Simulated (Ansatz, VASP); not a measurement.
# Cross-check of TiSi2 between VASP and Ansatz

Aim: how closely do two programs agree when they are given the same cell, functional and k mesh? Of the first pair: The cell is taken from a series of runs on this material, whose earlier steps may have relaxed, scaled, displaced or heated it; both programs get it as it stands.

Program: Ansatz 0.2.0. Level of theory: plane waves, with VASP 6.6.1 beside it; relaxation of cell and atoms at PBEsol and single point at PBEsol. Results are calculated unless marked as measured.

## (1) Set-up

Symmetry: Fddd, No. 70, orthorhombic system. Conventional cell: a = 4.760 Å, b = 8.176 Å, c = 8.502 Å, α = 90.00°, β = 90.00°, γ = 90.00°. Ti has 10 Si at 2.54 to 2.75 Å nearest. Si has 5 Si at 2.52 to 2.77 Å and 5 Ti at 2.54 to 2.75 Å nearest. Farther neighbours are not listed.

As a file:

```xyz
6
Lattice="0.0000 4.0879 4.2508 2.3800 0.0000 4.2508 2.3800 4.0879 0.0000" Properties=species:S:1:pos:R:3 pbc="T T T"
Ti    3.5700    6.1318    6.3762
Ti    2.3800    4.0879    4.2508
Si    1.1900    0.7057    2.1254
Si    1.1900    3.3822    2.1254
Si    2.3800    1.3383    4.2508
Si    2.3800    6.8375    4.2508
```

## (2) VASP: relaxation of cell and atoms, PBEsol

The relaxed volume is the usual yardstick between codes: in a stiff, nearly cubic crystal its relative difference is about their pressure difference at one cell divided by the bulk modulus.

Lines of VASP's logs that name or quote its potential files are left out, and so is its time.

File INCAR:

```
SYSTEM = TiSi2
PREC = Accurate
ENCUT = 500
EDIFF = 1E-07
NELM = 120
ISMEAR = -1
SIGMA = 0.05
LREAL = .FALSE.
ALGO = Normal
GGA = PS
NBANDS = 26
LASPH = .TRUE.
LORBIT = 11
LWAVE = .FALSE.
LCHARG = .FALSE.
ISIF = 3
IBRION = 2
NSW = 80
EDIFFG = -0.005
GGA_COMPAT = .FALSE.
NELMIN = 4
KPAR = 2
```

File POSCAR:

```
TiSi2
1.0
    0.0000000000      4.0878859667      4.2507812523
    2.3799961973      0.0000000000      4.2507812523
    2.3799961973      4.0878859667      0.0000000000
Ti Si
2 4
Direct
    0.7500000000      0.7500000000      0.7500000000
    0.5000000000      0.5000000000      0.5000000000
    0.0863148758      0.4136851242      0.0863148758
    0.4136851242      0.0863148758      0.4136851242
    0.1636851242      0.8363148758      0.1636851242
    0.8363148758      0.1636851242      0.8363148758
```

File KPOINTS:

```
Automatic mesh
0
Gamma
12 12 12
0 0 0
```

Potentials, in the order of the species: Ti_sv and Si (PBE family, release 64).

Launch:

```console
$ mpirun -np 2 vasp_std
```

Numbers of over 12 decimals in the logs are rounded to 6 here.

What it wrote:

```text
[banner, memory and clock lines left out]
running    2 mpi-ranks, on    1 nodes
 distrk:  each k-point on    1 cores,    2 groups
 distr:  one band on    1 cores,    1 groups

 POSCAR found type information on POSCAR TiSi
 POSCAR found :  2 types and       6 ions
|                                                                             |
|               ----> ADVICE to this user running VASP <----                  |
|                                                                             |
|     You enforced a specific xc type in the INCAR file but a different       |
|     [... a line on the potential file left out ...]
|     I HOPE YOU KNOW WHAT YOU ARE DOING!                                     |
|                                                                             |

 LDA part: xc-table for (Slater+PW92), standard interpolation
 POSCAR, INCAR and KPOINTS ok, starting setup
 FFT: planning ... GRIDC
 FFT: planning ... GRID_SOFT
 FFT: planning ... GRID
 WAVECAR not read
 entering main loop
       N       E                     dE             d eps       ncg     rms          rms(c)
DAV:   1     0.379572519296E+03    0.37957E+03   -0.18781E+04 14560   0.159E+03
DAV:   2     0.112014091151E+01   -0.37845E+03   -0.37216E+03 14578   0.460E+02
DAV:   3    -0.439741374129E+02   -0.45094E+02   -0.44166E+02 25580   0.130E+02
DAV:   4    -0.471874286453E+02   -0.32133E+01   -0.32019E+01 20088   0.323E+01
DAV:   5    -0.473888020273E+02   -0.20137E+00   -0.20133E+00 22834   0.697E+00    0.196E+01
DAV:   6    -0.443129216361E+02    0.30759E+01   -0.38275E+01 20990   0.456E+01    0.694E+00
DAV:   7    -0.437719281630E+02    0.54099E+00   -0.72926E+00 19714   0.197E+01    0.528E+00
DAV:   8    -0.436960526694E+02    0.75875E-01   -0.77179E-01 20222   0.703E+00    0.104E+00
DAV:   9    -0.436883912424E+02    0.76614E-02   -0.12578E-01 20836   0.300E+00    0.504E-01
DAV:  10    -0.436890081435E+02   -0.61690E-03   -0.42864E-03 19200   0.544E-01    0.194E-01
DAV:  11    -0.436889891355E+02    0.19008E-04   -0.32009E-03 23340   0.426E-01    0.125E-01
DAV:  12    -0.436889382704E+02    0.50865E-04   -0.81838E-04 20814   0.223E-01    0.155E-02
DAV:  13    -0.436889353253E+02    0.29451E-05   -0.43423E-05 20098   0.595E-02    0.154E-02
DAV:  14    -0.436889345696E+02    0.75568E-06   -0.37007E-06 19346   0.165E-02    0.320E-03
DAV:  15    -0.436889344689E+02    0.10076E-06   -0.13831E-06 21252   0.860E-03    0.123E-03
DAV:  16    -0.436889345160E+02   -0.47118E-07   -0.63607E-08 11290   0.216E-03
   1 F= -.43688935E+02 E0= -.43679866E+02  d E =-.436889E+02
 curvature:   0.00 expect dE= 0.000E+00 dE for cont linesearch  0.000E+00
 trial: gam= 0.00000 g(F)=  0.178E-05 g(S)=  0.164E-03 ort = 0.000E+00 (trialstep = 0.100E+01)
 search vector abs. value=  0.166E-03
 bond charge predicted
       N       E                     dE             d eps       ncg     rms          rms(c)
DAV:   1    -0.436903904477E+02   -0.14560E-02   -0.33869E-02 22954   0.203E+00    0.349E-01
DAV:   2    -0.436893337483E+02    0.10567E-02   -0.17341E-02 21628   0.108E+00    0.112E-01
DAV:   3    -0.436889318590E+02    0.40189E-03   -0.29048E-03 20702   0.366E-01    0.498E-02
DAV:   4    -0.436889094565E+02    0.22403E-04   -0.30430E-04 23052   0.115E-01    0.177E-02
DAV:   5    -0.436889205991E+02   -0.11143E-04   -0.36206E-05 21480   0.363E-02    0.119E-02
DAV:   6    -0.436889287098E+02   -0.81108E-05   -0.21260E-05 22354   0.166E-02    0.559E-03
DAV:   7    -0.436889292261E+02   -0.51628E-06   -0.55106E-06 24810   0.113E-02    0.117E-03
DAV:   8    -0.436889292457E+02   -0.19614E-07   -0.44489E-07 17174   0.477E-03
   2 F= -.43688929E+02 E0= -.43679845E+02  d E =0.527024E-05
 trial-energy change:    0.000005  1 .order   -0.000001   -0.000166    0.000164
 step:   0.4745(harm=  0.5032)  dis= 0.00007  next Energy=   -43.688973 (dE=-0.387E-04)
 bond charge predicted
       N       E                     dE             d eps       ncg     rms          rms(c)
DAV:   1    -0.436893707910E+02   -0.44156E-03   -0.93174E-03 22806   0.107E+00    0.182E-01
DAV:   2    -0.436890789351E+02    0.29186E-03   -0.47079E-03 21546   0.563E-01    0.583E-02
DAV:   3    -0.436889690283E+02    0.10991E-03   -0.78488E-04 20490   0.191E-01    0.262E-02
DAV:   4    -0.436889641407E+02    0.48876E-05   -0.85100E-05 22984   0.613E-02    0.951E-03
DAV:   5    -0.436889686396E+02   -0.44988E-05   -0.99768E-06 21456   0.194E-02    0.621E-03
DAV:   6    -0.436889726018E+02   -0.39623E-05   -0.59432E-06 22346   0.870E-03    0.294E-03
DAV:   7    -0.436889735039E+02   -0.90212E-06   -0.15278E-06 24718   0.595E-03    0.619E-04
DAV:   8    -0.436889734889E+02    0.15011E-07   -0.11117E-07 10386   0.253E-03
   3 F= -.43688973E+02 E0= -.43679898E+02  d E =-.389730E-04
 curvature:  -0.25 expect dE=-0.319E-06 dE for cont linesearch -0.852E-08
 trial: gam=-0.00664 g(F)=  0.755E-06 g(S)=  0.518E-06 ort = 0.237E-05 (trialstep = 0.895E+00)
 search vector abs. value=  0.125E-05
 reached required accuracy - stopping structural energy minimisation
```

OUTCAR, selected parts (step 2):

```text
ion  position               nearest neighbor table
   1  0.750  0.750  0.750-   6 2.54   5 2.54   6 2.54   5 2.54   4 2.73   4 2.73   3 2.73   3 2.73
                             3 2.75   4 2.75
   2  0.500  0.500  0.500-   3 2.54   4 2.54   3 2.54   4 2.54   5 2.73   5 2.73   6 2.73   6 2.73
                             5 2.75   6 2.75
   3  0.086  0.414  0.086-   5 2.52   5 2.52   2 2.54   2 2.54   4 2.68   1 2.73   1 2.73   1 2.75
                             4 2.77   4 2.77
   4  0.414  0.086  0.414-   6 2.52   6 2.52   2 2.54   2 2.54   3 2.68   1 2.73   1 2.73   1 2.75
                             3 2.77   3 2.77
   5  0.164  0.836  0.164-   3 2.52   3 2.52   1 2.54   1 2.54   6 2.68   2 2.73   2 2.73   2 2.75
                             6 2.77   6 2.77
   6  0.836  0.164  0.836-   4 2.52   4 2.52   1 2.54   1 2.54   5 2.68   2 2.73   2 2.73   2 2.75
                             5 2.77   5 2.77

  LATTYP: Found a face centered orthorhombic cell.
 ALAT       =     4.7599923946
 B/A-ratio  =     1.7176018900
 C/A-ratio  =     1.7860453967

 Subroutine GETGRP returns: Found  8 space group operations
 (whereof  4 operations were pure point group operations)

The static configuration has the point symmetry D_2 .
 The point group associated with its full space group is D_2h.

 Found    280 irreducible k-points:

   k-points           NKPTS =    280   k-points in BZ     NKDIM =    280   number of bands    NBANDS=     26

   dimension x,y,z NGX =    48 NGY =   36 NGZ =   36
   dimension x,y,z NGXF=    96 NGYF=   72 NGZF=   72

   ENCUT  =  500.0 eV  36.75 Ry    6.06 a.u.  10.75  8.88  8.62*2*pi/ulx,y,z

   NELECT =      40.0000    total number of electrons

 k-points in reciprocal lattice and weights: Automatic mesh
   0.00000000  0.00000000  0.00000000       0.001
   0.08333333  0.00000000  0.00000000       0.005
   0.16666667  0.00000000  0.00000000       0.005
   0.25000000  0.00000000  0.00000000       0.005
   0.33333333  0.00000000  0.00000000       0.005
   0.41666667  0.00000000  0.00000000       0.005
   0.50000000  0.00000000  0.00000000       0.002
   0.08333333  0.08333333  0.00000000       0.001
   0.16666667  0.08333333  0.00000000       0.005
[...]
-0.08333333  0.41666667  0.50000000       0.001
   0.00000000  0.50000000  0.50000000       0.001

 average (electrostatic) potential at core
       1 -69.6652       2 -69.6652       3 -78.6346       4 -78.6346       5 -78.6346
       6 -78.6346

 E-fermi :  10.2629

 k-point     1 :       0.0000    0.0000    0.0000
  band No.  band energies     occupation
    ...
     17       7.9603      2.00000
     18       8.2475      2.00000
     19       8.5035      2.00000
     20       8.8882      2.00000
     21       9.3230      2.00000
     22      12.3488      0.00000
     23      13.4473      0.00000
     24      13.6944      0.00000
     25      13.7121      0.00000
     26      13.7996      0.00000

 k-point     2 :       0.0833    0.0000    0.0000
  band No.  band energies     occupation
    ...
     17       7.8536      2.00000
     18       8.2033      2.00000
     19       8.7924      2.00000
     20       8.9052      2.00000
     21       9.3071      2.00000
     22      12.2757      0.00000
     23      13.4272      0.00000
     24      13.5284      0.00000
     25      13.7489      0.00000
     26      13.8163      0.00000

 k-point     3 :       0.1667    0.0000    0.0000
  band No.  band energies     occupation
    ...
     17       8.1926      2.00000
     18       8.3031      2.00000
     19       9.0063      2.00000
     20       9.1244      2.00000
     21       9.3825      2.00000
     22      12.0603      0.00000
     23      13.2021      0.00000
     24      13.2776      0.00000
     25      13.4521      0.00000
     26      13.5889      0.00000

  Total       -0.0001121      0.0075671     -0.0026673      0.0000000      0.0000000      0.0000000
  in kB       -0.0021690      0.1464439     -0.0516190      0.0000000      0.0000000      0.0000000
  external PRESSURE =       0.0308853 kB  Pullay stress =       0.0000000 kB

  energy-cutoff  :      500.00
  volume of cell :       82.79
      direct lattice vectors                 reciprocal lattice vectors
     0.000000000  4.088812100  4.252545878    -0.210027463  0.122284905  0.117576627
     2.380641055  0.000000000  4.252545878     0.210027463 -0.122284905  0.117576627
     2.380641055  4.088812100  0.000000000     0.210027463  0.122284905 -0.117576627

 POSITION                                       TOTAL-FORCE (eV/Angst)
 -----------------------------------------------------------------------------------
      3.57096      6.13322      6.37882         0.000000     -0.000000      0.000000
      2.38064      4.08881      4.25255         0.000000      0.000000     -0.000000
      1.19032      0.70578      2.12627         0.000000     -0.001978     -0.000000
      1.19032      3.38303      2.12627         0.000000      0.001978     -0.000000
      2.38064      1.33863      4.25255        -0.000000      0.001978      0.000000
      2.38064      6.83900      4.25255        -0.000000     -0.001978      0.000000
 -----------------------------------------------------------------------------------
    total drift:                                0.000000     -0.000000      0.000000

  FREE ENERGIE OF THE ION-ELECTRON SYSTEM (eV)
  ---------------------------------------------------
  free  energy   TOTEN  =       -43.6889734889 eV

  energy  without entropy=      -43.6708216864  energy(sigma->0) =      -43.67989759

 reached required accuracy - stopping structural energy minimisation

 total charge
# of ion       s       p       d       tot
------------------------------------------
    1        2.178   6.174   2.087  10.439
    2        2.178   6.174   2.087  10.439
    3        0.770   0.868   0.000   1.637
    4        0.770   0.868   0.000   1.637
    5        0.770   0.868   0.000   1.637
    6        0.770   0.868   0.000   1.637
--------------------------------------------------
tot          7.435  15.818   4.173  27.427

[... 3 further parts left out ...]
```

The run keeps the 8 symmetry operations of its start, so it cannot find a distortion of lower symmetry.

[end of part 1 of 3]

[Lines on the potential files, build, host, timing and source positions are cut from VASP's logs without a mark.]

[Logs are printed without paths, hosts, clocks, repeated set-up lines and the standing remarks that a program may print on its own settings, such as how far it seeks lower states.]

[Hosts, paths, dates, database ids (printed as entryN), source tags and the programs' standing remarks are cut or masked in the printed files.]
